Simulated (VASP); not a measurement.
From an Ansatz input to VASP: AlN (zincblende)

Ansatz input

```yaml
crystal:
  lattice:
    - [0.0, 2.1848764129, 2.1848764129]
    - [2.1848764129, 0.0, 2.1848764129]
    - [2.1848764129, 2.1848764129, 0.0]
  atoms:
    - { symbol: Al, position: [0.0, 0.0, 0.0] }
    - { symbol: "N", position: [0.25, 0.25, 0.25] }
kpoints:
  mp_grid: { grid: [8, 8, 8] }
  band_path:
    path:
      - [0.0, 0.0, 0.0]
      - [0.5, 0.0, 0.5]
      - [0.5, 0.25, 0.75]
      - [0.375, 0.375, 0.75]
      - [0.5, 0.5, 0.5]
      - [0.625, 0.25, 0.625]
    npoints: 1
hamiltonian:
  xc: pbe0
scf:
  occupations: { method: fixed }
  n_extra_bands: 4
output:
  forces: true
  stress: true
  eigenvalues: true
```

Problem. Which VASP files do the same job?

Solution. 

INCAR, step 1 (PBE orbitals to start from)

```
LREAL = .FALSE.
LASPH = .TRUE.
SIGMA = 0.01
LCHARG = .FALSE.
NBANDS = 11
LWAVE = .TRUE.
PREC = Accurate
GGA = PE
NELM = 120
ENCUT = 520
ISMEAR = 0
EDIFF = 1E-5
```

INCAR, step 2

```
PREC = Accurate
ALGO = Normal
NBANDS = 11
PRECFOCK = Fast
LREAL = .FALSE.
LWAVE = .FALSE.
NELM = 120
LHFCALC = .TRUE.
GGA = PE
IBRION = -1
ISTART = 1
LCHARG = .FALSE.
ISMEAR = 0
EDIFF = 1E-7
AEXX = 0.25
SIGMA = 0.01
LASPH = .TRUE.
HFRCUT = -1
ENCUT = 520
ISIF = 2
NSW = 0
```

KPOINTS

```
KPOINTS created by Atomic Simulation Environment
0
Gamma
8 8 8
0 0 0
```

KPOINTS_OPT

```
special points
6
Reciprocal
0.0000000000 0.0000000000 0.0000000000 1
0.5000000000 0.0000000000 0.5000000000 1
0.5000000000 0.2500000000 0.7500000000 1
0.3750000000 0.3750000000 0.7500000000 1
0.5000000000 0.5000000000 0.5000000000 1
0.6250000000 0.2500000000 0.6250000000 1
```

POSCAR

```
Al N
 1.0000000000000000
    -0.0000000000000000    2.1848764129093445    2.1848764129093445
     2.1848764129093445    0.0000000000000000    2.1848764129093445
     2.1848764129093445    2.1848764129093445    0.0000000000000000
 Al  N
   1   1
Cartesian
  0.0000000000000000  0.0000000000000000  0.0000000000000000
  1.0924382064546723  1.0924382064546723  1.0924382064546723
```

VASP ran with the recommended PBE PAW datasets (8 valence electrons in the cell). Other inputs would serve too.

|  | Ansatz | VASP |
| --- | --- | --- |
| gap between bands v and c | 5.28 eV | 5.28 eV |
| least direct gap | 6.27 eV | 6.26 eV |
| pressure | -0.7 GPa | -0.8 GPa |

The two codes use different PAW datasets and cutoffs. VASP's cell holds 8 valence electrons and Ansatz's 8. Ansatz's stress includes a Pulay correction; VASP's doesn't.
